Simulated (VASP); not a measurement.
A run of VASP 6.6.1 is set up as follows.

INCAR

```
SYSTEM = Al
PREC = Accurate ; ENCUT = 520
EDIFF = 1E-8 ; ISMEAR = 0
SIGMA = 0.1 ; LREAL = .FALSE.
LASPH = .TRUE. ; NELM = 100
ALGO = Normal ; ISIF = 3
LWAVE = .FALSE. ; LCHARG = .FALSE.
GGA = PE ; IVDW = 12
IBRION = 6 ; NFREE = 2
POTIM = 0.015 ; NSW = 1
```

Contents of KPOINTS:

```
regular mesh
0
G
  18 18 18
  0 0 0
```

Contents of POSCAR:

```
Al                                      
1.0
    0.0000000000      1.9907736749      1.9907736749
    1.9907736749      0.0000000000      1.9907736749
    1.9907736749      1.9907736749      0.0000000000
  Al            
     1
Direct
     0.0000000000000000    0.0000000000000000    0.0000000000000000
```

Potentials or basis: VASP PAW PBE potentials, release 64 (Al).

Run with:

```console
$ cat potpaw_PBE.64/Al/POTCAR > POTCAR
$ mpirun -np 1 vasp_std > vasp.out
```

Q: What does it give for the Voigt bulk modulus?

A: 87 GPa.

Q: Estimate the elastic constants C11, C12, C44.

A: 92, 84, 10 GPa.

Q: What does it give for the dispersion energy per atom?

A: -0.352 eV.

Elastic tensor in Voigt notation (GPa, in the Cartesian axes of the cell as first typed):
```
92 84 84  0  0  0
84 92 84  0  0  0
84 84 92  0  0  0
 0  0  0 10  0  0
 0  0  0  0 10  0
 0  0  0  0  0 10
```

Caveat: elastic constants of metals need much finer meshes, so these are rough; pairwise dispersion overbinds metals, which lowers pressure and volume.
